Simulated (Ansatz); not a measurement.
# Te2Mo (P2_1/m) in Ansatz: notebook

Aim: see how the results for Te2Mo move with the level of theory and the settings. Levels: PBEsol, PBE+D4. Tasks: relaxation of cell and atoms.

Everything below comes from runs of Ansatz 0.2.0. Logs are shortened: lines on timing, memory, paths and dates and some standing lists are left out, and cuts for length are marked.

## 1. Starting point

The structure is monoclinic, space group P2_1/m (No. 11). Conventional cell: a = 6.330 Å, b = 3.469 Å, c = 13.860 Å, α = 90.00°, β = 93.92°, γ = 90.00°. Te (site symmetry m) has 3 Mo at 2.79 to 2.81 Å as nearest neighbours. Te (site symmetry m) is surrounded by 3 Mo at 2.70 Å. Te (site symmetry m) has 3 Mo at 2.79 to 2.82 Å as nearest neighbours. Te (site symmetry m) is surrounded by 3 Mo at 2.70 to 2.71 Å. Mo (site symmetry m) has 6 Te at 2.70 to 2.82 Å and 2 Mo at 2.89 Å as nearest neighbours. Mo (site symmetry m) has 6 Te at 2.70 to 2.81 Å and 2 Mo at 2.90 Å as nearest neighbours.

## 2. Relaxation of cell and atoms, PBEsol, target pressure 2 GPa, at which the enthalpy is minimised

input.yaml reads:

```yaml
crystal:
  lattice:
    - [6.33, 0.0, 0.0]
    - [0.0, 3.469, 0.0]
    - [-0.9467947088, 0.0, 13.8276237937]
  atoms:
    - { symbol: Te, position: [0.9437, 0.75, 0.6045] }
    - { symbol: Te, position: [0.0563, 0.25, 0.3955] }
    - { symbol: Te, position: [0.903, 0.25, 0.8514] }
    - { symbol: Te, position: [0.097, 0.75, 0.1486] }
    - { symbol: Te, position: [0.4112, 0.75, 0.8955] }
    - { symbol: Te, position: [0.5888, 0.25, 0.1045] }
    - { symbol: Te, position: [0.4432, 0.25, 0.6484] }
    - { symbol: Te, position: [0.5568, 0.75, 0.3516] }
    - { symbol: Mo, position: [0.8167, 0.75, 0.9926] }
    - { symbol: Mo, position: [0.1833, 0.25, 0.0074] }
    - { symbol: Mo, position: [0.6819, 0.25, 0.4934] }
    - { symbol: Mo, position: [0.3181, 0.75, 0.5066] }
hamiltonian:
  xc: pbesol
  pseudopotentials: { kind: paw }
kpoints:
  mp_grid: { grid: [3, 6, 2] }
scf:
  occupations: { method: fermi_dirac, width: 0.05 }
output:
  forces: true
  stress: true
  eigenvalues: true
relax:
  f_tol: 0.01
  max_steps: 40
  cell: { stress_tol: 0.05, p_target: 2.0 }
```

Potentials or basis: Ansatz PAW.

Command:

```sh
> ansatz run input.yaml --threads 4 --pin off --max-ram 11264MiB --backend cpu --events-out ev --progress --plain --runs-dir out
```

Output:

```text
Warning: RAYON_NUM_THREADS=4 ignored (pool sized by the plan → 4); use --threads N
Engine: ansatz 0.2.0, aarch64-unknown-linux-gnu
Pseudopotentials: kind: paw
Pseudopotential: Te, paw, valence charge 16, recommended cutoff 420 eV (normal), Te.paw.azcp
Pseudopotential: Mo, paw, valence charge 14, recommended cutoff 420 eV (normal), Mo.paw.azcp
Functional definition: PBEsol
  exchange = pbesol_x
  correlation = pbesol_c
Crystal: 12 atoms, lattice volume = 303.638 Å³
Basis set: ecut = 420 eV, 5919 PW (Γ), exchange–correlation on 90×48×192 points (8 copies of the dense FFT grid, shifted against one another)
Bands: 111, of which v1, the nominal top of the filled ones, is band 92 counted from 1 (91 counted from 0)
Symmetry: 4 space group operations
Space group: P21/m (ITA 11), of the structure as read, at distance tolerance 6.7e-5 Å
k-points: 16 of 36
Non-local potential: Te, projectors of the file, l = 0: 2, l = 1: 2, l = 2: 2, l = 3: 2
Non-local potential: Mo, projectors of the file, l = 0: 3, l = 1: 2, l = 2: 2, l = 3: 1
PAW form: soft (Blöchl's): semilocal exchange-correlation on the pseudo side does not see the compensation charge
PAW frozen core: Te, regenerated for the run's functional, and the local potential with it (the file was generated under x = pbe(κ = 0.804, μ = 0.2195149727645171), c = pbe(β = 0.06672455060314922))
PAW frozen core: Mo, regenerated for the run's functional, and the local potential with it (the file was generated under x = pbe(κ = 0.804, μ = 0.2195149727645171), c = pbe(β = 0.06672455060314922))
PAW one-centre angular grid: Te, 590 points (default); XC on 64 Gauss nodes
PAW one-centre angular grid: Mo, 590 points (default); XC on 64 Gauss nodes
Initial density: superposition of atomic densities (neutral atoms: chi_scale 0, normalization atom), corrected by the library's trained network
Initial wavefunctions: pseudopotential atomic-orbital guess
Functional: x = pbesol(κ = 0.804, μ = 0.12345679012345678), c = pbesol(β = 0.046)
SCF iter   1: F=—  HF=-74805.223774 eV  |F-HF|=—  |Δ(HF+E_count)|=         —  Δρ=6.27e-3  dr2=1.86e-1  ethr=1.77e-3  ⟨swp⟩=6.0  Hψ=6430  notcnv=0  defer=21
preconditioner: auto → LDOS  [metal: Δε(μ)=0.040 eV  Ē_g=7.249 eV  σ=0.050 eV  W_gap=0.20  n_scr=82 (ndim 8)  ℏωp=18.1 eV  f_vac=0.028  D(μ)=4.30/eV (n_scr^D=16)  β→1.0]
SCF iter   2: F=—  HF=-74805.242788 eV  |F-HF|=—  |Δ(HF+E_count)|=   1.90e-2  Δρ=5.49e-3  dr2=2.78e-1  ethr=1.01e-4  ⟨swp⟩=3.0  Hψ=3028  notcnv=0  defer=127
SCF iter   3: F=—  HF=-74805.212239 eV  |F-HF|=—  |Δ(HF+E_count)|=   3.05e-2  Δρ=9.72e-4  dr2=1.01e-2  ethr=1.01e-4  ⟨swp⟩=2.0  Hψ=2231  notcnv=0  defer=127
SCF iter   4: F=—  HF=-74805.211043 eV  |F-HF|=—  |Δ(HF+E_count)|=   1.20e-3  Δρ=2.27e-4  dr2=2.72e-4  ethr=5.49e-6  ⟨swp⟩=2.0  Hψ=2095  notcnv=0  defer=127
[... 140 lines left out ...]
--- Forces (eV/Å), atoms counted from 1 ---
  atom   1  Te     0.00218413    -0.00000000     0.00298057
  atom   2  Te    -0.00218413     0.00000000    -0.00298057
  atom   3  Te    -0.00105647    -0.00000000     0.00388346
  atom   4  Te     0.00105647     0.00000000    -0.00388346
  atom   5  Te     0.00269428     0.00000000     0.00020086
  atom   6  Te    -0.00269428    -0.00000000    -0.00020086
  atom   7  Te    -0.00072271     0.00000000    -0.00443434
  atom   8  Te     0.00072271     0.00000000     0.00443434
  atom   9  Mo    -0.00034840    -0.00000000    -0.00270338
  atom  10  Mo     0.00034840     0.00000000     0.00270338
  atom  11  Mo    -0.00218388     0.00000000    -0.00627819
  atom  12  Mo     0.00218388    -0.00000000     0.00627819
  max |Σ_I F_I| component: 4.34e-19 eV/Å
--- Stress (GPa, compression-positive) ---
        2.001929      -0.000000      -0.000027
       -0.000000       1.986216      -0.000000
       -0.000027      -0.000000       1.975334
  P = ⅓ Tr σ = 1.9878 GPa (19.878 kbar)
--- Band table (eV; the first three rows and the last of 16) ---
  k-point 0: bands = ["-47.3266", "-47.2970", "-47.2632", "-47.2334", "-23.4318", "-23.4233", "-23.4181", "-23.4176", "-23.3970", "-23.3936", "-23.3922", "-23.3910", "-23.3850", "-23.3833", "-23.3789", "-23.3786", "-23.3778", "-23.3730", "-23.3727", "-23.3660", "-23.3622", "-23.3588", "-23.3577", "-23.3498", "-23.3475", "-23.3450", "-23.3426", "-23.3307", "-23.3264", "-23.3249", "-23.3227", "-23.3202", "-23.3173", "-23.3159", "-23.3098", "-23.3047", "-23.3042", "-23.3034", "-23.2796", "-23.2672", "-23.2489", "-23.2398", "-23.2318", "-23.2269", "-21.6254", "-21.5962", "-21.5159", "-21.5070", "-21.4833", "-21.4787", "-21.3586", "-21.3393", "-21.3228", "-21.3107", "-21.1879", "-21.1558", "0.0029", "0.5395", "0.9395", "1.8169", "1.9750", "2.2155", "2.2952", "2.6289", "7.3140", "7.4172", "7.8079", "8.1382", "8.7991", "9.0869", "9.1313", "9.3964", "9.8578", "10.8584", "10.9431", "11.0012", "11.0768", "11.1124", "11.2612", "11.4411", "11.6819", "11.7766", "12.1108", "12.3268", "12.5298", "12.8258", "13.0355", "13.1653", "13.3242", "13.4531", "13.8378", "14.0148", "14.1598", "14.3341", "14.4726", "14.6394", "14.6400", "15.4326", "15.6228", "15.7463", "16.0051", "16.5079", "16.5267", "16.6511", "16.6989", "16.9704", "17.1840", "17.5136", "18.2133", "18.3708", "18.6769"]
  k-point 1: bands = ["-47.3266", "-47.2970", "-47.2632", "-47.2334", "-23.4318", "-23.4233", "-23.4181", "-23.4176", "-23.3971", "-23.3930", "-23.3923", "-23.3910", "-23.3854", "-23.3833", "-23.3785", "-23.3785", "-23.3784", "-23.3729", "-23.3727", "-23.3660", "-23.3622", "-23.3588", "-23.3577", "-23.3507", "-23.3454", "-23.3450", "-23.3438", "-23.3303", "-23.3268", "-23.3244", "-23.3232", "-23.3206", "-23.3169", "-23.3159", "-23.3096", "-23.3049", "-23.3042", "-23.3034", "-23.2796", "-23.2672", "-23.2489", "-23.2398", "-23.2318", "-23.2269", "-21.6254", "-21.5962", "-21.5159", "-21.5070", "-21.4833", "-21.4787", "-21.3586", "-21.3393", "-21.3228", "-21.3107", "-21.1879", "-21.1558", "0.1545", "0.2105", "1.4595", "1.4873", "1.9862", "1.9933", "2.5472", "2.5653", "7.4476", "7.5458", "7.9132", "7.9906", "8.4162", "8.6622", "9.2403", "9.7003", "10.3666", "10.6766", "11.0037", "11.0058", "11.0423", "11.0684", "11.2547", "11.3143", "11.6159", "11.8370", "12.0966", "12.2245", "12.7019", "12.8353", "12.9181", "12.9990", "13.5927", "13.6017", "13.8228", "13.9758", "14.0428", "14.1727", "14.5162", "14.6060", "15.0961", "15.4480", "15.6561", "15.7322", "15.7641", "15.7716", "16.8973", "16.9260", "16.9746", "17.0015", "17.0731", "17.0945", "18.3748", "18.5755", "18.8270"]
  k-point 2: bands = ["-47.3207", "-47.2910", "-47.2657", "-47.2360", "-23.4282", "-23.4220", "-23.4161", "-23.4157", "-23.3922", "-23.3904", "-23.3899", "-23.3886", "-23.3855", "-23.3829", "-23.3806", "-23.3785", "-23.3772", "-23.3763", "-23.3745", "-23.3666", "-23.3603", "-23.3598", "-23.3580", "-23.3515", "-23.3506", "-23.3462", "-23.3432", "-23.3308", "-23.3262", "-23.3258", "-23.3230", "-23.3176", "-23.3149", "-23.3098", "-23.3093", "-23.3064", "-23.3052", "-23.3042", "-23.2810", "-23.2705", "-23.2483", "-23.2398", "-23.2314", "-23.2265", "-21.6174", "-21.5884", "-21.5476", "-21.5191", "-21.4980", "-21.4652", "-21.3855", "-21.3545", "-21.3303", "-21.2967", "-21.1897", "-21.1577", "0.3296", "0.8600", "1.1706", "2.0077", "2.1524", "2.4210", "2.4281", "2.8101", "7.6421", "7.7411", "8.0942", "8.3514", "8.8594", "9.1920", "9.3359", "9.4282", "9.7445", "10.1930", "10.3406", "10.6160", "10.7910", "10.8834", "11.0221", "11.3109", "11.5641", "11.5996", "11.7339", "12.1393", "12.1582", "12.1652", "12.4095", "12.4184", "12.8945", "12.9980", "13.2857", "13.3983", "13.7048", "14.1021", "14.7207", "14.7630", "14.9068", "15.3235", "15.4749", "15.5082", "15.6630", "15.7477", "15.9661", "16.1299", "16.4946", "16.8490", "16.9246", "17.0544", "18.5225", "18.6240", "19.6686"]
  k-point 15: bands = ["-47.2881", "-47.2881", "-47.2584", "-47.2584", "-23.4363", "-23.4363", "-23.3997", "-23.3997", "-23.3961", "-23.3961", "-23.3949", "-23.3949", "-23.3842", "-23.3842", "-23.3737", "-23.3737", "-23.3654", "-23.3654", "-23.3630", "-23.3630", "-23.3602", "-23.3602", "-23.3574", "-23.3574", "-23.3564", "-23.3564", "-23.3358", "-23.3358", "-23.3243", "-23.3243", "-23.3207", "-23.3207", "-23.3133", "-23.3133", "-23.3061", "-23.3061", "-23.2912", "-23.2912", "-23.2815", "-23.2815", "-23.2432", "-23.2432", "-23.2280", "-23.2280", "-21.6519", "-21.6519", "-21.6233", "-21.6233", "-21.4298", "-21.4298", "-21.3975", "-21.3975", "-21.2541", "-21.2541", "-21.2214", "-21.2214", "2.3361", "2.3361", "2.5255", "2.5255", "2.7068", "2.7068", "2.8225", "2.8225", "7.4426", "7.4426", "7.6275", "7.6275", "8.3491", "8.3491", "8.5413", "8.5413", "9.7304", "9.7304", "10.0941", "10.0941", "10.5219", "10.5219", "10.7823", "10.7823", "11.0325", "11.0325", "11.2846", "11.2846", "11.6605", "11.6605", "11.7910", "11.7910", "12.3413", "12.3413", "12.4435", "12.4435", "14.6678", "14.6678", "14.7675", "14.7675", "15.1030", "15.1030", "15.3686", "15.3686", "15.5548", "15.5548", "16.0876", "16.0876", "16.8683", "16.8683", "17.2730", "17.2730", "18.2523", "18.2523", "18.6781"]
--- Relaxed structure (8 steps of the walk, 6 accepted, 1 SCFs on fresh bases) ---
  F+E_penalty+E_count = -74805.16219131 eV   max|allowed force component| = 6.278e-3 eV/Å   (the final SCF, on the basis selected at the relaxed cell)
  cell:  # Å, volume = 283.4260 Å³
    - [6.312158255717295, 0.0, -0.02438679377691826]
    - [0.0, 3.4313501113599747, 0.0]
    - [-0.9973980169831188, 0.0, 13.089547214388837]
  atoms:
    - { symbol: Te, position: [0.948944790944152, 0.75, 0.6071957086501628] }
    - { symbol: Te, position: [0.051055209055848094, 0.24999999999999997, 0.39280429134983735] }
    - { symbol: Te, position: [0.900960667326645, 0.24999999999999997, 0.8436511747232531] }
    - { symbol: Te, position: [0.09903933267335528, 0.75, 0.15634882527674673] }
    - { symbol: Te, position: [0.4101256975409969, 0.75, 0.8928385494556911] }
    - { symbol: Te, position: [0.5898743024590031, 0.24999999999999997, 0.10716145054430885] }
    - { symbol: Te, position: [0.4458683517830354, 0.24999999999999997, 0.6556763409728311] }
    - { symbol: Te, position: [0.5541316482169645, 0.75, 0.34432365902716877] }
    - { symbol: Mo, position: [0.8167565569805066, 0.75, 0.992403555431641] }
    - { symbol: Mo, position: [0.18324344301949316, 0.24999999999999997, 0.007596444568358875] }
    - { symbol: Mo, position: [0.6813212462657748, 0.24999999999999997, 0.4940944659624722] }
    - { symbol: Mo, position: [0.3186787537342254, 0.75, 0.5059055340375278] }
```

Wall time 77 s (4 threads of Arm Neoverse V2, shared host); peak memory 1.2 GiB.

What came out:

| Quantity | Value |
| --- | --- |
| Free energy | -74805.1622 eV |
| Relaxed volume | 23.62 Å³/atom |
| Relaxed cell | a = 6.312 Å, b = 3.431 Å, c = 13.127 Å, α = 90.00°, β = 94.58°, γ = 90.00° |
| Space group after relaxing (to 0.05 Å) | P2_1/m (No. 11) |
| Energy change on relaxing (the enthalpy is what falls) | +4.1 meV/atom |
| Ionic steps | 7 |
| Pressure after relaxing | 2.0 GPa |
| Largest force after relaxing | 0.007 eV/Å |
| Band gap on the k mesh | none (metal or under the smearing width) |

Forces on the atoms (eV/Å):
```
Te   0.002  0.000  0.003
Te  -0.002  0.000 -0.003
Te  -0.001  0.000  0.004
Te   0.001  0.000 -0.004
Te   0.003  0.000  0.000
Te  -0.003  0.000  0.000
Te  -0.001  0.000 -0.004
Te   0.001  0.000  0.004
Mo   0.000  0.000 -0.003
Mo   0.000  0.000  0.003
Mo  -0.002  0.000 -0.006
Mo   0.002  0.000  0.006
```

The path:
```tsv
step	energy change (eV)	largest force (eV/Å)	volume (Å³)
1	0.0000	0.2575	303.64
2	0.0001	0.0893	290.18
3	0.0197	0.1704	286.49
4	0.0603	0.1591	282.90
5	0.0444	0.0318	283.49
6	0.0451	0.0066	283.43
7	0.0488	0.0066	283.43
```

Final structure:
```
Te Mo
1.0
     6.31216    0.00000   -0.02439
     0.00000    3.43135    0.00000
    -0.99740    0.00000   13.08955
Te Mo
8 4
Cartesian
  5.3843 2.5735 7.9248
  -0.0695 0.8578 5.1404
  4.8456 0.8578 11.0210
  0.4692 2.5735 2.0441
  1.6983 2.5735 11.6769
  3.6165 0.8578 1.3883
  2.1604 0.8578 8.5716
  3.1543 2.5735 4.4935
  4.1657 2.5735 12.9702
  1.1491 0.8578 0.0950
  3.8078 0.8578 6.4509
  1.5070 2.5735 6.6143
```

Levels at points of the mesh, in eV from the Fermi level:
| k point | band 90 | band 91 | band 92 | band 93 | band 94 | band 95 |
| --- | --- | --- | --- | --- | --- | --- |
| (0.00, 0.00, 0.00) | -0.22 | 0.17 | 0.34 | 0.49 | 0.66 | 0.80 |
| (0.00, 0.00, -0.50) | -0.07 | 0.15 | 0.30 | 0.37 | 0.50 | 0.85 |
| (0.00, -0.50, 0.00) | -1.66 | -1.42 | -1.42 | 0.92 | 0.92 | 1.18 |
| (0.00, -0.50, -0.50) | -1.65 | -1.51 | -1.51 | 0.87 | 0.87 | 1.20 |

Caveat: the plane-wave basis is chosen anew once the cell has moved, so the energies of steps on either side of that aren't comparable; the PAW data sets come from PBE, with cores solved anew for the run's functional, which leaves a small shift of forces and pressure. Spin-orbit coupling is left out, which matters for the levels of Te.

## 3. Relaxation of cell and atoms, PBE+D4

input.yaml: that of step 2 with these lines changed.

```diff
@@ -19,4 +19,5 @@
 hamiltonian:
-  xc: pbesol
+  xc: pbe
   pseudopotentials: { kind: paw }
+  dispersion: d4
 kpoints:
@@ -32,2 +33,2 @@
   max_steps: 40
-  cell: { stress_tol: 0.05, p_target: 2.0 }
+  cell: { stress_tol: 0.05 }
```

Potentials or basis: Ansatz PAW.

Command:

```sh
> ansatz run input.yaml --threads 4 --pin off --max-ram 11264MiB --backend cpu --events-out ev --progress --plain --runs-dir out
```

Wall time 87 s (4 threads of Arm Neoverse V2, shared host); peak memory 1.2 GiB.

The run converged. Its results:

```yaml
Free_energy: -75673.3352 eV
Relaxed_volume: 24.41 Å³/atom
Relaxed_cell: a = 6.341 Å, b = 3.470 Å, c = 13.352 Å, α = 90.00°, β = 94.41°, γ = 90.00°
Space_group_after_relaxing_to_0.05_Å: P2_1/m (No. 11)
Energy_gained_by_relaxing: 4.6 meV/atom
Ionic_steps: 7
Pressure_after_relaxing: 0.0 GPa
Largest_force_after_relaxing: 0.012 eV/Å
Band_gap_on_the_k_mesh: none (metal or under the smearing width)
```

Forces in eV/Å, atoms in the order of the input:
```
Te  -0.001  0.000 -0.005
Te   0.001  0.000  0.005
Te   0.000  0.000  0.002
Te   0.000  0.000 -0.002
Te   0.000  0.000  0.002
Te   0.000  0.000 -0.002
Te   0.004  0.000 -0.003
Te  -0.004  0.000  0.003
Mo  -0.006  0.000  0.001
Mo   0.006  0.000 -0.001
Mo   0.009  0.000  0.007
Mo  -0.009  0.000 -0.007
```

The path:
```csv
step,energy change (eV),largest force (eV/Å),volume (Å³)
1,0.0000,0.2036,303.64
2,-0.0397,0.0642,297.85
3,-0.0492,0.1006,294.32
4,-0.0540,0.1580,292.83
5,-0.0571,0.0089,292.94
6,-0.0573,0.0115,292.91
7,-0.0552,0.0115,292.91
```

Final structure:
```cif
data_structure
_symmetry_space_group_name_H-M 'P 1'
_symmetry_Int_Tables_number 1
_cell_length_a 6.3415
_cell_length_b 3.4698
_cell_length_c 13.3516
_cell_angle_alpha 90.000
_cell_angle_beta 94.414
_cell_angle_gamma 90.000
_cell_volume 292.91
loop_
_atom_site_label
_atom_site_type_symbol
_atom_site_fract_x
_atom_site_fract_y
_atom_site_fract_z
_atom_site_occupancy
Te1 Te 0.94752 0.75000 0.60697 1
Te2 Te 0.05248 0.25000 0.39303 1
Te3 Te 0.90049 0.25000 0.84532 1
Te4 Te 0.09951 0.75000 0.15468 1
Te5 Te 0.40991 0.75000 0.89331 1
Te6 Te 0.59009 0.25000 0.10669 1
Te7 Te 0.44398 0.25000 0.65409 1
Te8 Te 0.55602 0.75000 0.34591 1
Mo1 Mo 0.81748 0.75000 0.99243 1
Mo2 Mo 0.18252 0.25000 0.00757 1
Mo3 Mo 0.68046 0.25000 0.49382 1
Mo4 Mo 0.31954 0.75000 0.50618 1
```

Levels at points of the mesh, in eV from the Fermi level:
| k point | band 90 | band 91 | band 92 | band 93 | band 94 | band 95 |
| --- | --- | --- | --- | --- | --- | --- |
| (0.00, 0.00, 0.00) | -0.23 | 0.09 | 0.37 | 0.38 | 0.68 | 0.77 |
| (0.00, 0.00, -0.50) | -0.10 | 0.10 | 0.18 | 0.39 | 0.53 | 0.81 |
| (0.00, -0.50, 0.00) | -1.62 | -1.43 | -1.43 | 0.93 | 0.93 | 1.12 |
| (0.00, -0.50, -0.50) | -1.62 | -1.51 | -1.51 | 0.89 | 0.89 | 1.13 |

Caveat: the plane-wave basis is chosen anew once the cell has moved, so the energies of steps on either side of that aren't comparable; pairwise dispersion overbinds metals, which lowers pressure and volume. The run has no spin-orbit coupling, so splittings on Te are missing.
